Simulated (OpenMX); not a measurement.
Ca under changes of volume

One of the cells (45.616 Å³/atom); the others are scaled copies at fixed shape and fractional positions:

```
CELL_PARAMETERS angstrom
4.00636 0.00000 0.00000
-2.00318 3.46961 0.00000
0.00000 0.00000 6.56318
ATOMIC_POSITIONS crystal
Ca 0.66667 0.33333 0.75000
Ca 0.33333 0.66667 0.25000
```

This isn't the form of Ca at room conditions, which is fcc.

```yaml
Program: OpenMX 3.8.5
Functional: PBE
Potentials_or_basis: OpenMX 2013 PBE set, Ca9.0-s3p2d1, fixed grid of 36 × 36 × 70 points
k_mesh: 9 × 9 × 5
Occupations: fermi-dirac, width 0.05 eV
Spin: no spin polarisation
```

| volume (Å³/atom) | energy over the lowest point (meV/atom) | largest force (eV/Å) |
| --- | --- | --- |
| 42.038 | ? | ? |
| 42.932 | 0.00 | 0.010 |
| 43.827 | 0.79 | 0.010 |
| 45.616 | 8.14 | 0.008 |
| 46.510 | 14.39 | 0.008 |
| 47.405 | 22.06 | 0.007 |

Q: What does the run at 42.038 Å³/atom give?

A: Energy over the lowest point 1.36 meV/atom; largest force 0.011 eV/Å.

Worked out: A Birch-Murnaghan fit of order 3 (a polynomial in V^(-2/3)) to the other rows has its minimum at 43.05 Å³/atom with B0 = V·E''(V) = 18.9 GPa and B' = 4.0 at fixed shape and positions, which overstates the stiffness. It gives 1.45 meV/atom at 42.038 Å³/atom, against the run's 1.36.

Energies are extrapolated to zero smearing.

Caveats: the cell was measured hot, at 723 K; the basis of atomic orbitals isn't converged, which shifts pressures, moduli and gaps.
